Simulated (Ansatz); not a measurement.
A plane-wave DFT run in Ansatz 0.2.0 (scalar-relativistic PAW potentials unless the input names others): input and command.

```yaml
crystal:
  lattice:
    - [0.0, 2.877304, 2.877304]
    - [2.877304, 0.0, 2.877304]
    - [2.877304, 2.877304, 0.0]
  atoms:
    - { symbol: In, position: [0.5156396404, 0.5156396404, 0.4843603596], spin: 2.0 }
    - { symbol: As, position: [0.0, 0.0, 0.0] }
basis:
  ecutwfc: 420
kpoints:
  mp_grid: { grid: [12, 12, 12] }
hamiltonian:
  xc: pbesol
scf:
  occupations: { method: gaussian, width: 0.1 }
  max_iter: 60
output:
  forces: true
  eigenvalues: true
  stress: true
```

```bash
ansatz run input.yaml --threads 1 --pin off --max-ram 1331MiB --backend cpu --events-out ev --progress --plain --runs-dir out
```

Problem. What is wrong with this input?

Solution. The program refuses it, because of a moment without spin polarisation (crystal.atoms[0].spin: not typed → 2.0). Without that key it is accepted.

Abridged log:
```
Error: inconsistent input (magnetization.spin_polarized): false but per-atom `spin:`, `per_species`, `initial_magnetization`, `magnetic_field`, or `spin_locking` is set
```